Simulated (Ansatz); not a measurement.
Crystal: KTaO3.

```
CELL_PARAMETERS angstrom
3.98830 0.00000 0.00000
0.00000 3.98830 0.00000
0.00000 0.00000 3.98830
ATOMIC_POSITIONS crystal
Ta 0.00000 0.00000 0.00000
K 0.50000 0.50000 0.50000
O 0.00000 0.00000 0.50000
O 0.00000 0.50000 0.00000
O 0.50000 0.00000 0.00000
```

Program: Ansatz 0.2.0. Alike in all runs: task band structure; potentials or basis Ansatz PAW; cell as given; smearing fermi-dirac 0.05 eV. Hardware: 2 threads of Intel(R) Xeon(R) Processor @ 2.50GHz (Skylake/Cascade Lake) (shared host).

Problem. Order these runs on this cell by their wall time, lowest first.
A. level r2SCAN; spin SOC, no magnetisation; k mesh 5 × 5 × 5; cutoff (eV) 500
B. level PBE; spin SOC, no magnetisation; k mesh 5 × 5 × 5; cutoff (eV) 420
C. level revPBE; spin off; k mesh 7 × 7 × 7; cutoff (eV) 420

Solution. C (8 s), B (46 s), A (93 s).

Not every run made on this cell is shown here.
